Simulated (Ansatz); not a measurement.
# C (Fd-3m) in Ansatz: a series of runs

One crystal, C, is run at these levels: PBE; tasks: single point.

Program: Ansatz 0.2.0. These are calculated values, not measurements. Logs are shortened: lines on timing, memory, paths and dates and some standing lists are left out, and cuts for length are marked.

## Step 1: Starting point

The structure is cubic, space group Fd-3m (No. 227). Conventional cell: a = 3.567 Å, b = 3.567 Å, c = 3.567 Å, α = 90.00°, β = 90.00°, γ = 90.00°. Around C (site symmetry -43m) lie 4 C at 1.54 Å.

This isn't the form of C at room conditions, which is graphite.

## Step 2: Single point, PBE

The input, input.yaml:

```yaml
crystal:
  lattice:
    - [0.0, 1.78337, 1.78337]
    - [1.78337, 0.0, 1.78337]
    - [1.78337, 1.78337, 0.0]
  atoms:
    - { symbol: C, position: [0.75, 0.75, 0.75] }
    - { symbol: C, position: [0.5, 0.5, 0.5] }
hamiltonian:
  xc: pbe
  pseudopotentials: { kind: paw }
kpoints:
  mp_grid: { grid: [13, 13, 13] }
scf:
  occupations: { method: gaussian, width: 0.024 }
output:
  forces: true
  stress: true
  eigenvalues: true
```

Potentials or basis: Ansatz PAW.

Launch:

```bash
$ ansatz run input.yaml --threads 2 --pin off --max-ram 5632MiB --backend cpu --events-out ev --progress --plain --runs-dir out
```

The log of the run:

```text
Warning: RAYON_NUM_THREADS=2 ignored (pool sized by the plan → 2); use --threads N
Engine: ansatz 0.2.0, x86_64-unknown-linux-gnu
Pseudopotentials: kind: paw
Pseudopotential: C, paw, valence charge 4, recommended cutoff 420 eV (normal), C.paw.azcp
Functional definition: PBE
  parameter kappa = 0.804
  parameter beta = 0.06672455060314922
  exchange = pbe_x(kappa = kappa, mu = beta*pi^2/3)
  correlation = pbe_c(beta = beta)
Crystal: 2 atoms, lattice volume = 11.344 Å³
Basis set: ecut = 420 eV, 229 PW (Γ), exchange–correlation on 36×36×36 points (8 copies of the dense FFT grid, shifted against one another)
Bands: 8, of which v1, the nominal top of the filled ones, is band 4 counted from 1 (3 counted from 0)
Symmetry: 48 space group operations
Space group: Fd-3m (ITA 227), of the structure as read, at distance tolerance 2.2e-5 Å
k-points: 84 of 2197
Non-local potential: C, projectors of the file, l = 0: 2, l = 1: 2, l = 2: 1
PAW form: soft (Blöchl's): semilocal exchange-correlation on the pseudo side does not see the compensation charge
PAW one-centre angular grid: C, 110 points (default); XC on 64 Gauss nodes
Initial density: superposition of atomic densities (neutral atoms: chi_scale 0, normalization atom), corrected by the library's trained network
Initial wavefunctions: pseudopotential atomic-orbital guess
Functional: x = pbe(κ = 0.804, μ = 0.2195149727645171), c = pbe(β = 0.06672455060314922)
SCF iter   1: F=—  HF=-501.615328 eV  |F-HF|=—  |Δ(HF+E_count)|=         —  Δρ=1.76e-3  dr2=9.21e-5  ethr=1.77e-3  ⟨swp⟩=5.0  Hψ=4384  notcnv=0
preconditioner: auto → none  [insulator: Δε(μ)=4.159 eV  Ē_g=19.632 eV  σ=0.024 eV  W_gap=1.00  n_scr=0 (ndim 8)  ℏωp=31.2 eV  f_vac=0.000  D(μ)=0.00/eV (n_scr^D=0)  ε∞_Penn≈3.5]
SCF iter   2: F=—  HF=-501.615446 eV  |F-HF|=—  |Δ(HF+E_count)|=   1.19e-4  Δρ=9.02e-4  dr2=2.48e-5  ethr=1.15e-6  ⟨swp⟩=2.1  Hψ=1644  notcnv=0
SCF iter   3: F=—  HF=-501.615499 eV  |F-HF|=—  |Δ(HF+E_count)|=   5.23e-5  Δρ=1.30e-4  dr2=1.21e-6  ethr=3.10e-7  ⟨swp⟩=2.1  Hψ=996  notcnv=0
SCF iter   4: F=—  HF=-501.615498 eV  |F-HF|=—  |Δ(HF+E_count)|=   4.01e-7  Δρ=5.92e-5  dr2=2.14e-7  ethr=1.51e-8  ⟨swp⟩=1.2  Hψ=706  notcnv=0
iter 5 did not close the SCF: its close was put off for the readings that it lacked (scf_convergence_deferred on its scf_iter line)
SCF iter   5: F=-501.615498 eV  HF=-501.615498 eV  |F-HF|=2.01e-11  |Δ(HF+E_count)|=   1.31e-8  Δρ=4.03e-6  dr2=7.58e-10  ethr=2.67e-9  ⟨swp⟩=2.4  Hψ=1001  notcnv=0
SCF iter   6: F=-501.615498 eV  HF=-501.615498 eV  |F-HF|=8.98e-12  |Δ(HF+E_count)|=  2.56e-11  Δρ=4.02e-7  dr2=5.05e-12  ethr=9.47e-12  ⟨swp⟩=1.4  Hψ=2027  notcnv=0
SCF 1 converged in 6 iterations: F = -501.615498 eV  dr2 = 5.05e-12
SCF converged after 6 iterations
Free energy (F): -501.615498 eV
Harris-Foulkes:  -501.615498 eV  (|F-HF|=8.98e-12)
Internal energy: -501.615498 eV  (E = F + TS)
E sigma→0 (E₀):  -501.615498 eV
Fermi energy:    15.391321 eV
--- Per-component energies (eV) ---
  E_band       = 34.706522
  E_kinetic    = 184.535780
  E_local      = -122.399871  (includes V_loc(G=0)·N_el)
  E_nonlocal   = 53.316457
  E_hartree    = 26.768433
  E_xc         = -97.431438
  E_vxc        = -120.957160  (∫ρ·V_xc dr)
  E_paw        = -198.443513  (= ΣΔE_a)
  E_vpaw       = -13.325561  (= ΣTr[D̂ρ^β])
  E_aug_tail   = 0.000018  (compensation charges beyond the density's cutoff)
  E_ewald      = -347.961363
  E_smearing   = -0.000000  (= −TS)
  E_closure    = 0.000000  (closes the sum)
  Σ components = -501.615498   (vs F -501.615498, Δ=0.00e0)
--- Forces (eV/Å), atoms counted from 1 ---
  atom   1  C      0.00000000    -0.00000000    -0.00000000
  atom   2  C      0.00000000     0.00000000     0.00000000
  max |Σ_I F_I| component: 1.11e-16 eV/Å
--- Stress (GPa, compression-positive) ---
        1.776104       0.000000       0.000000
       -0.000000       1.776104      -0.000000
       -0.000000       0.000000       1.776104
  P = ⅓ Tr σ = 1.7761 GPa (17.761 kbar)
--- Band table (eV; the first three rows and the last of 84) ---
  k-point 0: bands = ["-8.1626", "13.3165", "13.3165", "13.3165", "18.9104", "18.9104", "18.9104", "26.5945"]
  k-point 1: bands = ["-7.9988", "12.2497", "13.0366", "13.0366", "19.2753", "19.2753", "19.5390", "26.7366"]
  k-point 2: bands = ["-7.5090", "9.9811", "12.4063", "12.4063", "20.1018", "20.1018", "20.5594", "27.1504"]
  k-point 83: bands = ["0.5349", "1.9840", "4.6652", "5.6449", "23.5143", "23.5954", "25.3910", "26.6940"]
```

Wall time 0.79 s (2 threads of Intel Xeon at 2.70GHz, shared host); peak memory 0.28 GiB.

What came out:

| Property | Result |
| --- | --- |
| Free energy | -501.6155 eV |
| Pressure | 1.8 GPa |
| Band gap on the k mesh | 4.15 eV, indirect (least direct gap 5.59 eV) |

Caveat: odd divisions of the mesh miss points on the zone boundary, where band edges often lie, so the gap on the mesh can be too wide; the pressure holds a Pulay correction of +1.0 GPa for the finite cutoff.

## Step 3: Single point, PBE

input.yaml: that of step 2 with these lines changed.

```diff
@@ -14,3 +14,3 @@
 scf:
-  occupations: { method: gaussian, width: 0.024 }
+  occupations: { method: gaussian, width: 0.025 }
 output:
```

Potentials or basis: Ansatz PAW.

Launch:

```bash
$ ansatz run input.yaml --threads 2 --pin off --max-ram 5632MiB --backend cpu --events-out ev --progress --plain --runs-dir out
```

Run time: 0.77 s. Hardware: 2 threads of Intel Xeon at 2.70GHz, shared host; peak memory 0.27 GiB.

Results (log left out):

```
Free energy            : -501.6155 eV
Pressure               : 1.8 GPa
Band gap on the k mesh : 4.15 eV, indirect (least direct gap 5.59 eV)
```

Levels at points of the mesh, in eV from the valence-band top:
```
           k point  band 1  band 2  band 3  band 4  band 5  band 6  band 7  band 8
(0.00, 0.00, 0.00)  -21.48    0.00    0.00    0.00    5.59    5.59    5.59   13.28
```

Caveat: odd divisions of the mesh miss points on the zone boundary, where band edges often lie, so the gap on the mesh can be too wide; the pressure holds a Pulay correction of +1.0 GPa for the finite cutoff. A k mesh can miss the band edges.
